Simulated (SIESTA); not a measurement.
## Rh under changes of volume

One of the cells (13.945 Å³/atom); the others are scaled copies at fixed shape and fractional positions:

```
Rh
1.0
     0.00000    1.91042    1.91042
     1.91042    0.00000    1.91042
     1.91042    1.91042    0.00000
Rh
1
Direct
  0.00000 0.00000 0.00000
```

- Program: SIESTA 5.4.2
- Functional: PBE
- Potentials or basis: PseudoDojo 0.4 standard (PBE files)
- Basis: DZP (energy shift 0.003 Ry; two zetas on semicore shells)
- Grid cutoff: 800 Ry
- Energy shift: 0.003 Ry
- k mesh: 12 × 12 × 12
- Occupations: fermi-dirac, width 0.05 eV
- Spin: no spin polarisation

```tsv
volume (Å³/atom)	energy over the lowest point (meV/atom)	pressure (GPa)
12.851	132.62	33.9
13.125	?	?
13.398	45.34	18.0
13.945	5.36	6.0
14.218	0.00	0.5
14.492	3.49	-3.9
```

Question: What does the run at 13.125 Å³/atom give?

Answer: Energy over the lowest point 82.14 meV/atom; pressure 25.7 GPa.

Worked out: A Birch-Murnaghan fit of order 3 (a polynomial in V^(-2/3)) to the other rows has its minimum at 14.24 Å³/atom with B0 = V·E''(V) = 259 GPa and B' = 4.4. It gives 82.37 meV/atom at 13.125 Å³/atom, against the run's 82.14, and -dE/dV = 25.4 GPa, against 25.7.

Energies are extrapolated to zero smearing.

Caveats: the basis of atomic orbitals isn't converged, which shifts pressures, moduli and gaps.
